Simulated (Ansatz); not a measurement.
# BP: course of a relaxation

Method: Ansatz 0.2.0, DFT PBEsol, scalar-relativistic, plane waves, PAW. (420 eV cutoff, 8×8×6 k-mesh, Gaussian smearing of 0.02 eV, no spin polarisation)

What was changed: uniaxial strain along c, with a, b and atoms relaxed: -1.5 %.

Command:

```bash
ansatz run input.yaml --threads 1 --pin off --max-ram 2560MiB --backend cpu --events-out ev --progress --plain --runs-dir out
```

Input:

```yaml
crystal:
  lattice:
    - [2.2685761343, 2.2685761343, 0.0]
    - [-2.2685761343, 2.2685761343, 0.0]
    - [0.0, 0.0, 4.4523984902]
  atoms:
    - { symbol: B, position: [0.0, 0.0, 0.0] }
    - { symbol: B, position: [0.5, 0.5, 0.5] }
    - { symbol: P, position: [0.5, 0.0, 0.75] }
    - { symbol: P, position: [0.0, 0.5, 0.25] }
basis:
  ecutwfc: 420
kpoints:
  mp_grid: { grid: [8, 8, 6] }
hamiltonian:
  xc: pbesol
scf:
  occupations: { method: gaussian, width: 0.02 }
output:
  forces: true
  stress: true
  eigenvalues: true
relax:
  adjacent_minimum: "off"
  f_tol: 0.008
  max_steps: 40
  cell: { stress_tol: 0.015, fix: [c, angles] }
```

F is the free energy. Steps run on the plane waves of an earlier cell, but the last one, and at times one on the way, on a freshly chosen basis, so a repeated geometry can differ a little in energy. The held parts of the cell keep their stress, so P needn't end at zero.

Steps:

```
step F − F(1) (eV) largest force component (eV/Å) V (Å³/atom) P (GPa)
   1         0.0000                           0.000       11.457     1.30
   2        -0.0001                           0.000       11.447     1.46
   3        -0.0001                           0.000       11.440     1.56
   4        -0.0001                           0.000       11.440     1.56
```

Relaxed structure:

```cif
data_structure
_symmetry_space_group_name_H-M 'P 1'
_symmetry_Int_Tables_number 1
_cell_length_a 3.2059
_cell_length_b 3.2059
_cell_length_c 4.4524
_cell_angle_alpha 90.000
_cell_angle_beta 90.000
_cell_angle_gamma 90.000
_cell_volume 45.76
loop_
_atom_site_label
_atom_site_type_symbol
_atom_site_fract_x
_atom_site_fract_y
_atom_site_fract_z
_atom_site_occupancy
B1 B 0.00000 0.00000 0.00000 1
B2 B 0.50000 0.50000 0.50000 1
P1 P 0.50000 0.00000 0.75000 1
P2 P 0.00000 0.50000 0.25000 1
```

It takes space group I-4m2 (No. 119, tetragonal). The conventional cell has a = 3.206 Å, b = 3.206 Å, c = 4.452 Å, α = 90.00°, β = 90.00°, γ = 90.00°. B (site symmetry -4m2) has 4 P at 1.95 Å as nearest neighbours. Around P (site symmetry -4m2) lie 4 B at 1.95 Å.

The run converged. Time: 32 s on 1 thread of AMD EPYC (Zen 3) (shared host), peak memory 0.36 GiB.